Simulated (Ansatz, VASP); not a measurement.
**CaO in VASP and in Ansatz**

The input INCAR:

```
SYSTEM = CaO
ALGO     = Normal         ! electronic algorithm
EDIFF    = 1E-7           ! SCF threshold, eV
ENCUT    = 520            ! plane-wave cutoff, eV
GGA      = CA             ! functional
ISIF     = 2              ! what is computed and relaxed
ISMEAR   = 0              ! smearing method
LASPH    = .TRUE.         ! aspherical terms in the spheres
LCHARG   = .FALSE.        ! write CHGCAR
LREAL    = .FALSE.        ! projectors in reciprocal space
LWAVE    = .FALSE.        ! write WAVECAR
NBANDS   = 24             ! bands
NELM     = 100            ! most SCF steps
PREC     = Accurate       ! precision mode
SIGMA    = 0.05           ! smearing width, eV
```

File KPOINTS:

```
k-points
0
G
  9 9 6
  0 0 0
```

POSCAR

```
CaO
1.0
    4.0917752201      0.0000000000      0.0000000000
   -2.0458876100      3.5435812872      0.0000000000
    0.0000000000      0.0000000000      4.5455980095
Ca O
2 2
Direct
    0.3333333333      0.6666666667      0.7500000000
    0.6666666667      0.3333333333      0.2500000000
    0.3333333333      0.6666666667      0.2500000000
    0.6666666667      0.3333333333      0.7500000000
```

Input for Ansatz:

```yaml
crystal:
  lattice:
    - [4.0917752201, 0.0, 0.0]
    - [-2.04588761, 3.5435812872, 0.0]
    - [0.0, 0.0, 4.5455980095]
  atoms:
    - { symbol: Ca, position: [0.3333333333, 0.6666666667, 0.75] }
    - { symbol: Ca, position: [0.6666666667, 0.3333333333, 0.25] }
    - { symbol: O, position: [0.3333333333, 0.6666666667, 0.25] }
    - { symbol: O, position: [0.6666666667, 0.3333333333, 0.75] }
basis:
  ecutwfc: 420
kpoints:
  mp_grid: { grid: [9, 9, 6] }
hamiltonian:
  xc: lda
scf:
  occupations: { method: gaussian, width: 0.05 }
output:
  forces: true
  stress: true
  eigenvalues: true
```

Change from the starting cell: strain +0.025 along x and y, -0.050 along z, atoms carried along.

Alike in both runs: task single point; functional LDA; k mesh 9 × 9 × 6; occupations gaussian, width 0.05 eV; no spin polarisation.

|  | VASP | Ansatz |
| --- | --- | --- |
| version | VASP 6.6.1 | Ansatz 0.2.0 |
| potentials or method | VASP PAW LDA potentials, release 64 (Ca_sv, O) | scalar-relativistic, plane waves, PAW |
| plane-wave cutoff (eV) | 520 | 420 |
| valence electrons in the cell | 32 | 32 |

Ansatz gave:

```
gap on the k mesh at the Fermi level (eV)       : 2.71
least direct gap on the mesh (eV)               : 2.71
pressure (GPa)                                  : -3.8
largest component of the traceless stress (GPa) : 6.63
```

Task: What did VASP give for the same quantities?

Result: gap on the k mesh at the Fermi level (eV): 2.69; least direct gap on the mesh (eV): 2.69; pressure (GPa): -3.1; largest component of the traceless stress (GPa): 7.04.

Caveats: an odd mesh through Γ misses points on the zone boundary, where band edges often lie.
